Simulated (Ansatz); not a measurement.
**Effective masses and thermopower of ZnTe under load (space group R3m)**

Consider the following.

```
ZnTe
1.0
    0.03025     3.07968     3.07968
    3.07968     0.03025     3.07968
    3.07968     3.07968     0.03025
Zn Te
1 1
Direct
  0.49924   0.49924   0.49924
  0.25076   0.25076   0.25076
```

These are r2SCAN with spin-orbit coupling, rigid bands (plane waves, PAW; Ansatz, a quantum-chemistry and plane-wave program) values and carry that method's errors. Condition of this run: uniaxial stress along [111] of -1 GPa (compression positive) (the target of the relaxation). How the cell was made: cell and atoms relaxed with r2SCAN, then loaded as said.

| Property | Result |
|---|---|
| band gap | 1.44 eV |
| electron conductivity mass (300 K, dilute) | 0.116 mₑ |
| hole conductivity mass (300 K, dilute) | 0.43 mₑ |
| effective density of states N_c (300 K) | 9.2e17 cm⁻³ |
| effective density of states N_v (300 K) | 7.2e18 cm⁻³ |
| density-of-states mass, electrons | 0.111 mₑ |
| density-of-states mass, holes | 0.44 mₑ |
| Seebeck coefficient, n-type 1e19 cm⁻³, 300 K | -73 μV/K |
| Seebeck coefficient, p-type 1e19 cm⁻³, 300 K | 236 μV/K |
| best p-type power factor at 300 K for τ = 10 fs (best axis; densities from 1e16 to 1e21 cm⁻³ tried, whether or not they can be reached) | 5.4 μW/(cm·K²) at 1e20 cm⁻³ |

Rigid bands; masses and Seebeck coefficients take one relaxation time τ for all states and one kind of carrier; polarons and phonon drag are left out.
